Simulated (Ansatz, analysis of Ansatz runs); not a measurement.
## TiO2 (I4_1/amd), H transfer from O to O: does the barrier depend on the cell? (q = +1)

Aim: the barrier of one jump in TiO2 (I4_1/amd) (H transfer from O to O, charge +1) in cells of several sizes and samplings, and what each costs. The smallest model is a cell of 48 host atoms with 1 H put in.

Program: Ansatz 0.2.0. Level of theory: plane-wave PAW DFT, PBEsol; nudged elastic band between two relaxed defect structures at fixed charge in a uniform background. Results are calculated unless marked as measured.

## (1) Starting point

The cell holds 49 atoms: 16 Ti, 32 O and 1 H. Its edges and angles: a = 7.538 Å, b = 7.538 Å, c = 9.558 Å, α = 90.0°, β = 90.0°, γ = 90.0°. It derives from TiO2 (space group I4_1/amd). Nearest the centre at fractional (0.375, 0.250, 0.375): O12 at 1.21 Å, O29 at 1.30 Å, Ti2 at 1.60 Å, Ti27 at 1.61 Å, H49 at 1.89 Å, O10 at 2.58 Å, O43 at 2.65 Å, O22 at 2.67 Å. The cell carries charge +1.

The cell's shortest repeat is 7.5 Å.

## (2) The band in the smallest cell

In each cell both ends are relaxed first and a climbing-image band joins them. Strain fields of neighbouring copies, and their charges if any, can act otherwise on the top of the path than on its ends, so the barrier may drift with size.

The input, qp1_c48k1s.neb/input.yaml:

```yaml
crystal:
  lattice:
    - [7.53758642, 0.0, 0.0]
    - [0.0, 7.53758642, 0.0]
    - [0.0, 0.0, 9.55830747]
  atoms:
    - { symbol: Ti, position: [-0.0021237, -0.00584811, -0.00272767] }
    - { symbol: Ti, position: [0.23685361, 0.24302962, 0.50155175] }
    - { symbol: Ti, position: [-0.00157504, 0.24459681, 0.24350288] }
    - { symbol: Ti, position: [0.24908006, -0.00370866, 0.74952097] }
    - { symbol: O, position: [-0.00211883, 0.23777796, 0.45745327] }
    - { symbol: O, position: [0.24782571, -0.00381557, 0.95540555] }
    - { symbol: O, position: [-0.00154043, -0.00453902, 0.203998] }
    - { symbol: O, position: [0.24448145, 0.2464763, 0.70603772] }
    - { symbol: O, position: [-0.00241676, 0.24586702, 0.04144922] }
    - { symbol: O, position: [0.26882073, -0.0009937, 0.53882029] }
    - { symbol: O, position: [-0.00182025, -0.00468128, 0.78913958] }
    - { symbol: O, position: [0.25068557, 0.23995924, 0.29447354] }
    - { symbol: Ti, position: [-0.00231088, 0.49751582, -0.00138692] }
    - { symbol: Ti, position: [0.24646185, 0.74570352, 0.49810664] }
    - { symbol: Ti, position: [-0.00139654, 0.74660717, 0.24851771] }
    - { symbol: Ti, position: [0.24666527, 0.49798156, 0.74877543] }
    - { symbol: O, position: [-0.00203324, 0.76024273, 0.45655645] }
    - { symbol: O, position: [0.24821339, 0.49570019, 0.95550664] }
    - { symbol: O, position: [-0.00159109, 0.49503735, 0.20763878] }
    - { symbol: O, position: [0.24789017, 0.74794181, 0.70481989] }
    - { symbol: O, position: [-0.00221402, 0.74550461, 0.04105071] }
    - { symbol: O, position: [0.23476723, 0.49724545, 0.54102128] }
    - { symbol: O, position: [-0.00185237, 0.49851304, 0.79245484] }
    - { symbol: O, position: [0.24827387, 0.74644785, 0.29122737] }
    - { symbol: Ti, position: [0.49764265, -0.00771174, -0.00309444] }
    - { symbol: Ti, position: [0.75842824, 0.24187763, 0.50153421] }
    - { symbol: Ti, position: [0.49837764, 0.24338988, 0.2375781] }
    - { symbol: Ti, position: [0.74783751, -0.00392261, 0.74982387] }
    - { symbol: O, position: [0.49806706, 0.30095076, 0.46171437] }
    - { symbol: O, position: [0.74813522, -0.00400052, 0.95531097] }
    - { symbol: O, position: [0.49831495, -0.0056262, 0.2068618] }
    - { symbol: O, position: [0.75212904, 0.24616501, 0.70595456] }
    - { symbol: O, position: [0.49787385, 0.24526697, 0.040297] }
    - { symbol: O, position: [0.72691252, -0.00116544, 0.53848093] }
    - { symbol: O, position: [0.49810875, -0.00251783, 0.79239777] }
    - { symbol: O, position: [0.74554101, 0.23943043, 0.29438655] }
    - { symbol: Ti, position: [0.49787416, 0.49891727, -0.00473397] }
    - { symbol: Ti, position: [0.74848847, 0.74511496, 0.49788692] }
    - { symbol: Ti, position: [0.49851335, 0.74298524, 0.24801987] }
    - { symbol: Ti, position: [0.7502763, 0.4978917, 0.74845688] }
    - { symbol: O, position: [0.49800317, 0.72222106, 0.4554338] }
    - { symbol: O, position: [0.74779461, 0.49583309, 0.95546169] }
    - { symbol: O, position: [0.49867418, 0.49573303, 0.20316071] }
    - { symbol: O, position: [0.748764, 0.74805952, 0.70477035] }
    - { symbol: O, position: [0.49760852, 0.74576403, 0.03941669] }
    - { symbol: O, position: [0.76094491, 0.49716261, 0.54125283] }
    - { symbol: O, position: [0.49817378, 0.49608931, 0.78815093] }
    - { symbol: O, position: [0.74813481, 0.74658529, 0.29117946] }
    - { symbol: H, position: [0.49849187, 0.43226308, 0.4692967] }
total_charge: 1
basis:
  ecutwfc: 420
  xc_grid: 2
hamiltonian:
  xc: pbesol
kpoints:
  mp_grid: { grid: [1, 1, 1], shift: [0.25, 0.25, 0.25] }
scf:
  occupations: { method: fixed }
  max_iter: 100
output:
  forces: true
neb:
  images: 3
  f_tol: 0.04
  climbing: true
  initial_path: idpp
  max_iterations: 45
  order_check: false
  final_atoms:
    - { symbol: Ti, position: [-0.00090234, -0.00301996, -0.00331814] }
    - { symbol: Ti, position: [0.24813599, 0.24312096, 0.50864743] }
    - { symbol: Ti, position: [-0.01224773, 0.24205013, 0.24483233] }
[... 1 atom line left out ...]
    - { symbol: O, position: [0.00090515, 0.24008219, 0.45184768] }
[... 4 atom lines left out ...]
    - { symbol: O, position: [0.24830993, -0.00583009, 0.5393241] }
[... 1 atom line left out ...]
    - { symbol: O, position: [0.24871231, 0.30023365, 0.28428766] }
[... 9 atom lines left out ...]
    - { symbol: O, position: [0.24786234, 0.49549661, 0.54314325] }
[... 4 atom lines left out ...]
    - { symbol: Ti, position: [0.509342, 0.24091272, 0.24470841] }
[... 1 atom line left out ...]
    - { symbol: O, position: [0.49579295, 0.24023286, 0.45192197] }
[... 1 atom line left out ...]
    - { symbol: O, position: [0.477964, -0.00160865, 0.2078938] }
[... 4 atom lines left out ...]
    - { symbol: O, position: [0.74857508, 0.23654992, 0.28886046] }
[... 6 atom lines left out ...]
    - { symbol: O, position: [0.51216255, 0.49676481, 0.20487697] }
[... 5 atom lines left out ...]
    - { symbol: H, position: [0.24919386, 0.43153368, 0.27664299] }
```

The run is started by

```console
$ ansatz run input.yaml --threads 32 --pin off --max-ram 84787MiB --backend cuda --events-out ev --progress --plain --runs-dir out --max-vram 78GiB
```

Numbers of over 12 decimals in the logs are rounded to 6 here.

Log:

```text
[... repeated set-up lines and file paths are left out, and long positions are rounded to six places ...]
Warning: neb: disabling space-group detection — the band's intermediate images generally break the endpoint symmetry, so the full k-mesh is solved, and no spatial operation symmetrises the density, except that a semilocal band can use its path's symmetry [...]
Engine: ansatz 0.2.0, aarch64-unknown-linux-gnu
Pseudopotentials: kind: paw
Pseudopotential: Ti, paw, valence charge 12, recommended cutoff 420 eV (normal), Ti.paw.azcp
Pseudopotential: O, paw, valence charge 6, recommended cutoff 420 eV (normal), O.paw.azcp
Pseudopotential: H, paw, valence charge 1, recommended cutoff 420 eV (normal), H.paw.azcp
Functional definition: PBEsol
  exchange = pbesol_x
  correlation = pbesol_c
parallel-image band execution: 3 concurrent image workers
NEB image 0
[...]
Crystal: 49 atoms, lattice volume = 543.057 Å³
Basis set: ecut = 420 eV, 10615 PW (Γ), exchange–correlation on 108×108×128 points (8 copies of the dense FFT grid, shifted against one another)
Bands: 241, of which v1, the nominal top of the filled ones, is band 192 counted from 1 (191 counted from 0)
Symmetry: 1 space group operations
k-points: 1
Non-local potential: Ti, projectors of the file, l = 0: 3, l = 1: 2, l = 2: 3, l = 3: 1
Non-local potential: O, projectors of the file, l = 0: 2, l = 1: 2, l = 2: 1
Non-local potential: H, projectors of the file, l = 0: 2, l = 1: 1
PAW form: soft (Blöchl's): semilocal exchange-correlation on the pseudo side does not see the compensation charge
PAW frozen core: Ti, regenerated for the run's functional, and the local potential with it (the file was generated under x = pbe(κ = 0.804, μ = 0.219515), c = pbe(β = 0.066725))
PAW frozen core: O, regenerated for the run's functional, and the local potential with it (the file was generated under x = pbe(κ = 0.804, μ = 0.219515), c = pbe(β = 0.066725))
PAW one-centre angular grid: Ti, 590 points (default); XC on 64 Gauss nodes
PAW one-centre angular grid: O, 110 points (default); XC on 64 Gauss nodes
PAW one-centre angular grid: H, 110 points (default); XC on 64 Gauss nodes
Initial density: superposition of atomic densities (neutral atoms scaled as one to the charged cell's electrons: chi_scale 0, normalization atom), corrected by the library's trained network
Initial wavefunctions: pseudopotential atomic-orbital guess
[...]
Functional: x = pbesol(κ = 0.804, μ = 0.123457), c = pbesol(β = 0.046)
SCF iter   1: F=—  HF=-57623.313615 eV  |F-HF|=—  |Δ(HF+E_count)|=         —  Δρ=1.54e-2  dr2=1.16e0  ethr=1.77e-3  ⟨swp⟩=4.0  Hψ=732  notcnv=0  defer=45
preconditioner: auto → Resta (q_TF=auto, 2.575 Å⁻¹)  ε∞=8.0  [insulator: Δε(μ)=2.664 eV  Ē_g=9.632 eV  n_scr=138 (ndim 8)  ℏωp=25.5 eV  f_vac=0.097  ε∞_Penn≈8.0]
[...]
NEB image 1
[...]
SCF 3 converged in 11 iterations: F = -57621.216608 eV  dr2 = 8.06e-8
NEB image 2
[...]
SCF 4 converged in 11 iterations: F = -57619.991486 eV  dr2 = 7.66e-8
[...]
NEB image 3
[...]
SCF 5 converged in 11 iterations: F = -57621.195805 eV  dr2 = 6.96e-8
[...]
SCF 7 converged in 11 iterations: F = -57620.816776 eV  dr2 = 2.10e-8
[...]
SCF 9 converged in 11 iterations: F = -57622.112328 eV  dr2 = 3.99e-8
[...]
SCF 11 converged in 11 iterations: F = -57621.659893 eV  dr2 = 4.31e-8
[...]
SCF 29 converged in 8 iterations: F = -57622.612387 eV  dr2 = 4.67e-8
[...]
SCF 31 converged in 7 iterations: F = -57621.572644 eV  dr2 = 2.70e-8
[...]
SCF 33 converged in 6 iterations: F = -57622.615502 eV  dr2 = 4.70e-8
[...]
SCF 35 converged in 6 iterations: F = -57622.615277 eV  dr2 = 5.75e-8
[...]
forward barrier  = 1.531342 eV
  backward barrier = 1.532585 eV
  climbing image's point = of an order that was not read
  energies are F+E_penalty+E_count in eV, relative to image 0
  image     s (Å)  Δ vs image 0  max|band force component| (eV/Å)
      0    0.0000      0.000000                                 —
      1    0.8056      0.489851                          2.061e-2
  *   2    1.6114      1.531342                          1.615e-2
      3    2.4134      0.490076                          1.583e-2
      4    3.2153     -0.001243                                 —
  climbing-image geometry (image 2):
  cell:  # Å, volume = 543.0572 Å³
    - [7.53758642, 0.0, 0.0]
    - [0.0, 7.53758642, 0.0]
    - [0.0, 0.0, 9.55830747]
  atoms:
    - { symbol: Ti, position: [-0.002755, 0.000230, -0.000462] }
    - { symbol: Ti, position: [0.228109, 0.233284, 0.515981] }
    - { symbol: Ti, position: [0.006575, 0.253612, 0.247279] }
    - { symbol: Ti, position: [0.247745, -0.010663, 0.753190] }
    - { symbol: O, position: [-0.005468, 0.238874, 0.457182] }
    - { symbol: O, position: [0.247804, -0.003778, 0.955373] }
    - { symbol: O, position: [0.015625, 0.002352, 0.206557] }
    - { symbol: O, position: [0.244469, 0.243625, 0.711252] }
    - { symbol: O, position: [-2.513849791225414e-6, 0.250777, 0.043196] }
    - { symbol: O, position: [0.257007, -0.006605, 0.541253] }
    - { symbol: O, position: [-0.002653, -0.001672, 0.790167] }
    - { symbol: O, position: [0.257782, 0.280422, 0.297457] }
    - { symbol: Ti, position: [-0.003765, 0.502053, -0.000953] }
    - { symbol: Ti, position: [0.246714, 0.737259, 0.497520] }
    - { symbol: Ti, position: [-0.000893, 0.752272, 0.249227] }
    - { symbol: Ti, position: [0.247785, 0.499329, 0.751278] }
[...]
- { symbol: Ti, position: [0.498843, 0.500660, -0.004899] }
    - { symbol: Ti, position: [0.747152, 0.751551, 0.496910] }
    - { symbol: Ti, position: [0.499394, 0.738034, 0.248890] }
    - { symbol: Ti, position: [0.750352, 0.500705, 0.747197] }
[...]
- { symbol: O, position: [0.498215, 0.746731, 0.038472] }
    - { symbol: O, position: [0.757061, 0.500340, 0.538875] }
    - { symbol: O, position: [0.498289, 0.497283, 0.788586] }
    - { symbol: O, position: [0.748503, 0.758091, 0.290358] }
    - { symbol: H, position: [0.373179, 0.348238, 0.373190] }
```

Wall time 8.4 s (1 × NVIDIA GB200 with 32 threads of Arm Neoverse V2, shared host); peak memory 1.5 GiB.

The path, image by image:

```
image  path (Å)  energy (eV)     H49: x, y, z (Å)
    0     0.000       0.0000  3.757, 3.258, 4.486
    1     0.806       0.4899  3.318, 2.993, 3.993
    2     1.611       1.5313  2.813, 2.625, 3.567
    3     2.413       0.4901  2.311, 2.992, 3.142
    4     3.215      -0.0012  1.878, 3.253, 2.644
```

## (3) The series

The other cells are run alike, on 1 × NVIDIA GB200 with 32 threads of Arm Neoverse V2, shared host.

| host atoms | shortest repeat (Å) | k-points | forward (eV) | backward (eV) | hop length (Å) | iterations | time of the band | peak memory (GiB) |
| --- | --- | --- | --- | --- | --- | --- | --- | --- |
| 48 | 7.5 | one point at (¼, ¼, ¼) | 1.531 | 1.533 | 2.63 | 11 | 8 s | 1.5 |
| 72 | 8.4 | one point at (¼, ¼, ¼) | 1.605 | 1.605 | 2.74 | 10 | 13 s | 1.9 |
| 108 | 10.9 | one point at (¼, ¼, ¼) | 1.574 | 1.575 | 2.73 | 11 | 18 s | 2.4 |

Energies along each band (eV from the start):

```
host atoms                k-points                            energies
        48  one point at (¼, ¼, ¼)  0.000, 0.490, 1.531, 0.490, -0.001
        72  one point at (¼, ¼, ¼)   0.000, 0.498, 1.605, 0.494, 0.000
       108  one point at (¼, ¼, ¼)  0.000, 0.490, 1.574, 0.491, -0.001
```

## (4) Results

| Quantity | Value |
| --- | --- |
| barrier, 48 atoms, one point at (¼, ¼, ¼) | 1.531 eV |
| barrier, 72 atoms, one point at (¼, ¼, ¼) | 1.605 eV |
| barrier, 108 atoms, one point at (¼, ¼, ¼) | 1.574 eV |

**Reading.** The largest cell gives a barrier of 1.57 eV and the first set-up 1.53 eV; over the series the values spread by 0.07 eV. The last two differ by 0.031 eV, so the series has not settled. From 48 atoms on it stays within 0.05 eV of the last value, at 44 % of the last band's time. One k-point samples cells of unlike shape differently, so the spread mixes size with sampling. The time of one iteration grows about as the number of atoms to the power 1.0, on shared hosts. No image-charge correction is applied. The order of the top as a saddle was not checked for all atoms, so a bent path could be lower. Keep in mind: one k-point off the zone centre stands for the whole zone.

[Logs are printed without paths, hosts, clocks, repeated set-up lines and the standing remarks that a program may print on its own settings, such as how far it seeks lower states.]

[Hosts, paths, dates, database ids (printed as entryN), source tags and the programs' standing remarks are cut or masked in the printed files.]
